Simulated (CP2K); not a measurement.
Set up this calculation in CP2K 2026.2, as the native input.

```
Task                                : single point
Functional                          : PBEsol
Potentials or basis                 : POTENTIAL_UZH Bi GTH-PBE-q5; TZVP-MOLOPT-PBE-GTH basis
Density cutoff                      : 6123 eV
k mesh                              : 7 × 7 × 7
Occupations                         : fermi-dirac, width 0.05 eV
Spin                                : no spin polarisation
SCF solver                          : diagonalisation with k points
Quickstep method                    : GPW
EPS_DEFAULT                         : 1.0E-10
EPS_SCF                             : 1.0E-6
MAX_SCF                             : 100
SCF_GUESS                           : ATOMIC
k points reduced by the point group : yes
Mesh centred on Gamma               : yes
CHOLESKY                            : OFF
EPS_EIGVAL                          : 1.0E-7
MIXING METHOD                       : BROYDEN_MIXING
MIXING ALPHA                        : 0.4
NBUFFER                             : 8
NGRIDS                              : 5
Basis sets                          : Bi TZVP-MOLOPT-PBE-GTH-q5
Potentials                          : Bi GTH-PBE-q5 of POTENTIAL_UZH
ADDED_MOS                           : [10]
REL_CUTOFF (Ry)                     : 60 Ry
MIXING BETA (1/bohr)                : 1.5 1/bohr
CUTOFF of the grids                 : 450 Ry
```

Crystal: Bi.

```
CELL_PARAMETERS angstrom
4.72898 0.00000 0.00000
2.55449 3.97968 0.00000
2.55449 1.39577 3.72688
ATOMIC_POSITIONS crystal
Bi 0.76600 0.76600 0.76600
Bi 0.23400 0.23400 0.23400
```

These files were run (other wordings do the same):

bi_scf.inp

```
&GLOBAL
  PROJECT bi_scf
  RUN_TYPE ENERGY_FORCE
  PRINT_LEVEL LOW
&END GLOBAL
&FORCE_EVAL
  METHOD QS
  STRESS_TENSOR ANALYTICAL
  &DFT
    BASIS_SET_FILE_NAME BASIS_MOLOPT_UZH
    POTENTIAL_FILE_NAME POTENTIAL_UZH
    &MGRID
      CUTOFF 450
      REL_CUTOFF 60
      NGRIDS 5
    &END MGRID
    &QS
      METHOD GPW
      EPS_DEFAULT 1.0E-10
    &END QS
    &KPOINTS
      SCHEME MONKHORST-PACK 7 7 7
      GAMMA_CENTERED T
      SYMMETRY T
      SYMMETRY_BACKEND SPGLIB
    &END KPOINTS
    &SCF
      SCF_GUESS ATOMIC
      EPS_SCF 1.0E-6
      MAX_SCF 100
      ADDED_MOS 10
      CHOLESKY OFF
      EPS_EIGVAL 1.0E-7
      &DIAGONALIZATION ON
        ALGORITHM STANDARD
      &END DIAGONALIZATION
      &MIXING ON
        METHOD BROYDEN_MIXING
        ALPHA 0.4
        BETA 1.5
        NBUFFER 8
      &END MIXING
      &SMEAR ON
        METHOD FERMI_DIRAC
        ELECTRONIC_TEMPERATURE [K] 580.226
      &END SMEAR
    &END SCF
    &XC
      &XC_FUNCTIONAL
        &GGA_X_PBE_SOL
        &END GGA_X_PBE_SOL
        &GGA_C_PBE_SOL
        &END GGA_C_PBE_SOL
      &END XC_FUNCTIONAL
    &END XC
    &PRINT
      &KPOINTS ON
      &END KPOINTS
      &MULLIKEN ON
      &END MULLIKEN
      &MO ON
        ENERGIES T
        OCCUPATION_NUMBERS T
        &EACH
          QS_SCF 0
        &END EACH
        ADD_LAST NUMERIC
      &END MO
      &LOWDIN ON
      &END LOWDIN
      &HIRSHFELD ON
        SHAPE_FUNCTION DENSITY
      &END HIRSHFELD
    &END PRINT
  &END DFT
  &SUBSYS
    &CELL
      A 4.7289800521 0.0000000000 0.0000000000
      B 2.5544916029 3.9796764924 0.0000000000
      C 2.5544916029 1.3957698558 3.7268822753
      PERIODIC XYZ
    &END CELL
    &COORD
      Bi  7.5358798556 4.1175919027 2.8547918229
      Bi  2.3020834023 1.2578544455 0.8720904524
    &END COORD
    &KIND Bi
      BASIS_SET TZVP-MOLOPT-PBE-GTH-q5
      POTENTIAL GTH-PBE-q5
    &END KIND
    &PRINT
      &ATOMIC_COORDINATES ON
      &END ATOMIC_COORDINATES
      &CELL ON
      &END CELL
      &SYMMETRY ON
      &END SYMMETRY
    &END PRINT
  &END SUBSYS
  &PRINT
    &FORCES ON
    &END FORCES
    &STRESS_TENSOR ON
    &END STRESS_TENSOR
  &END PRINT
&END FORCE_EVAL
```

Potentials or basis: POTENTIAL_UZH Bi GTH-PBE-q5; TZVP-MOLOPT-PBE-GTH basis.

Launch:

```sh
$ OMP_NUM_THREADS=1 cp2k.psmp -i bi_scf.inp -o bi_scf.out
```

Results of the run:

The pressure is 1.8 GPa. The largest force is 0.353 eV/Å. The band gap on the k mesh is 0.28 eV, indirect (least direct gap 0.57 eV).

Caveat: the potentials were made for another functional, which shifts forces and pressure; spin-orbit coupling is left out, which as a rule narrows the gap of such compounds by several tenths of an eV; an odd mesh through Γ misses points on the zone boundary, where band edges often lie; the basis of atomic orbitals isn't converged, which shifts pressures, moduli and gaps.

Run time: 37 s on 1 thread of Arm Neoverse V1, on a shared host, peak memory 0.34 GiB.
